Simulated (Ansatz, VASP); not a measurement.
## BeS in VASP and in Ansatz

```
Be S
1.0
     2.37419    2.37419    0.00000
    -2.37419    2.37419    0.00000
     0.00000    2.37419    2.41761
Be S
1 1
Cartesian
  0.0000 0.0000 0.0000
  1.1871 3.5613 1.2088
```

Change from the starting cell: film at in-plane strain -0.01.

Alike in both runs: task single point; functional LDA; k mesh 8 × 8 × 8; no spin polarisation.

```csv
,VASP,Ansatz
version,VASP 6.6.1,Ansatz 0.2.0
potentials or method,"VASP PAW LDA potentials, release 64 (Be, S), cutoff 520 eV","all-electron LAPW, scalar-relativistic"
occupations,"gaussian, width 0.01 eV",fixed
```

VASP gave:

| Quantity | Value |
| --- | --- |
| gap on the k mesh at the Fermi level (eV) | 2.72 |
| pressure (GPa) | 1.3 |
| largest component of the traceless stress (GPa) | 1.25 |

Question: Estimate Ansatz's values.

Answer: gap on the k mesh at the Fermi level (eV): 2.71; pressure (GPa): 1.2; largest component of the traceless stress (GPa): 1.25.

Ansatz ran all-electron here, so the differences hold the error of VASP's frozen core and of both bases.

A k mesh can miss the band edges.
